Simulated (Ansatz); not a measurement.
**The bulk modulus of ZnS, sorted by core time**

It takes space group F-43m (No. 216, cubic). Conventional cell: a = 5.404 Å, b = 5.404 Å, c = 5.404 Å, α = 90.00°, β = 90.00°, γ = 90.00°. Zn (site symmetry -43m) has 4 S at 2.34 Å as nearest neighbours. Around S (site symmetry -43m) lie 4 Zn at 2.34 Å.

| rung | level | program and potentials | cutoff (eV) | k mesh | smearing | spin | core time | chip | bulk modulus (GPa) | notes |
| --- | --- | --- | --- | --- | --- | --- | --- | --- | --- | --- |
| GGA | revPBE | Ansatz, Ansatz PAW | 420 | 9 × 9 × 9 | fermi-dirac 0.05 | off | 12 s | Arm Neoverse V2 | 63.9 | potentials made for PBE, which Ansatz adapts in part |
| GGA + dispersion | BLYP+D3(BJ) | Ansatz, Ansatz PAW | 420 | 9 × 9 × 9 | fermi-dirac 0.05 | off | 13 s | Arm Neoverse V2 | 75.7 | potentials made for PBE, which Ansatz adapts in part |
| meta-GGA | m-r2SCAN | Ansatz, Ansatz PAW | 500 | 9 × 9 × 9 | fermi-dirac 0.05 | off | 34 s | Arm Neoverse V2 | 78.6 | potentials made for PBE, which Ansatz adapts in part |
| meta-GGA | r2SCAN | Ansatz, Ansatz PAW | 500 | 9 × 9 × 9 | fermi-dirac 0.05 | off | 41 s | AMD EPYC 7R43 Zen 3 | 78.6 | potentials made for PBE, which Ansatz adapts in part |
| GGA | PBE | Ansatz, SPMS NC | 816 | 9 × 9 × 9 | fermi-dirac 0.05 | off | 43 s | Arm Neoverse V2 | 69.7 | - |
| hybrid | revPBE0 | Ansatz, Ansatz PAW | 420 | 5 × 5 × 5 | fermi-dirac 0.05 | off | 2.4 min | Arm Neoverse V1 | 71.8 | coarse mesh; potentials made for PBE, which Ansatz adapts in part |
| hybrid | r2SCANh | Ansatz, Ansatz PAW | 500 | 5 × 5 × 5 | fermi-dirac 0.05 | off | 2.6 min | Arm Neoverse V2 | 79.6 | coarse mesh; potentials made for PBE, which Ansatz adapts in part |
| hybrid | HISS | Ansatz, Ansatz PAW | 420 | 5 × 5 × 5 | fermi-dirac 0.05 | off | 2.6 min | INTEL XEON PLATINUM 8581C Emerald Rapids | 81.8 | coarse mesh; potentials made for PBE, which Ansatz adapts in part |
| hybrid | LC-wPBE | Ansatz, Ansatz PAW | 420 | 5 × 5 × 5 | fermi-dirac 0.05 | off | 3.3 min | Arm Neoverse V1 | 89.3 | coarse mesh; potentials made for PBE, which Ansatz adapts in part |
| GGA | PBE | Ansatz, PseudoDojo PBEsol | 1143 | 9 × 9 × 9 | tetrahedron | collinear, random start | 3.3 min | Arm Neoverse V1 | (a) | potentials made for PBEsol |
| hybrid | B3LYP | Ansatz, Ansatz PAW | 420 | 6 × 6 × 6 | fermi-dirac 0.01 | off | 3.6 min | Arm Neoverse V1 | 68.0 | potentials made for PBE, which Ansatz adapts in part |
| hybrid | PBE-EpsX | Ansatz, Ansatz PAW | 420 | 5 × 5 × 5 | fermi-dirac 0.05 | off | 3.8 min | Arm Neoverse V1 | 80.1 | coarse mesh; potentials made for PBE, which Ansatz adapts in part; exact-exchange share 1/ε∞ |
| hybrid | r2SCAN50 | Ansatz, Ansatz PAW | 500 | 5 × 5 × 5 | fermi-dirac 0.05 | off | 4.5 min | Arm Neoverse V1 | 82.9 | coarse mesh; potentials made for PBE, which Ansatz adapts in part |
| hybrid | r2SCAN0 | Ansatz, Ansatz PAW | 500 | 5 × 5 × 5 | fermi-dirac 0.05 | off | 8.6 min | Intel Xeon Skylake/Cascade Lake | 80.9 | coarse mesh; potentials made for PBE, which Ansatz adapts in part |

Times are single runs on shared hosts and different chips, so they are rough; meshes, cutoffs and the tasks' sizes weigh on the time. Task: equation of state. m-r2SCAN is the variant of Desmarais and co-workers (2025). Smearing widths are in eV. The cell comes from a database and isn't always the measured one. Meshes differ between rows, which moves values too. Meshes are those of the run's cell of 2 atoms unless a note names another. Runs on faulty files, with rough fits or with known faults for this quantity aren't shown. No row holds spin-orbit coupling.

Q: Estimate the value left out from the other rows.

A: (a) 69.5 GPa.
